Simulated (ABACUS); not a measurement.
Crystal: WS2 (Tungstenite).

```
W S
1.0
     3.18000    0.00000    0.00000
    -1.59000    2.75396    0.00000
     0.00000    0.00000   12.50000
W S
2 4
Direct
  0.66667 0.33333 0.75000
  0.33333 0.66667 0.25000
  0.66667 0.33333 0.37500
  0.33333 0.66667 0.87500
  0.66667 0.33333 0.12500
  0.33333 0.66667 0.62500
```

Base run:

```yaml
Program: ABACUS 3.10.1
Functional: revPBE
Potentials_or_basis: PseudoDojo NC SR 0.4.1 PBE standard
Cutoff: 1361 eV
Density_cutoff: 5442 eV
Basis: DZP LCAO (the cutoffs set its grid)
k_mesh: 7 × 7 × 2
Occupations: fermi-dirac, width 0.05 eV
Spin: no spin polarisation
```

Its results: band gap on the k mesh 1.17 eV, indirect (least direct gap 2.24 eV); pressure 5.9 GPa; largest force 0.430 eV/Å.

Problem. The run is repeated on the same cell with these changes: functional from revPBE to PBEsol. What comes out?

Solution. Band gap on the k mesh 1.10 eV, indirect (least direct gap 2.23 eV); pressure -0.2 GPa; largest force 0.184 eV/Å.

PBEsol binds more tightly than revPBE, so the same cell stands under less pressure.

Caveats: the atomic orbitals were generated for these runs and aren't a published set; the potentials were made for another functional, which shifts forces and pressure; spin-orbit coupling is left out, which moves the levels of the heavy elements; an odd mesh through Γ misses points on the zone boundary, where band edges often lie; this functional lacks dispersion, which binds the layers, so the pressure and a relaxed spacing across them are unreliable; the basis of atomic orbitals isn't converged, which shifts pressures, moduli and gaps.
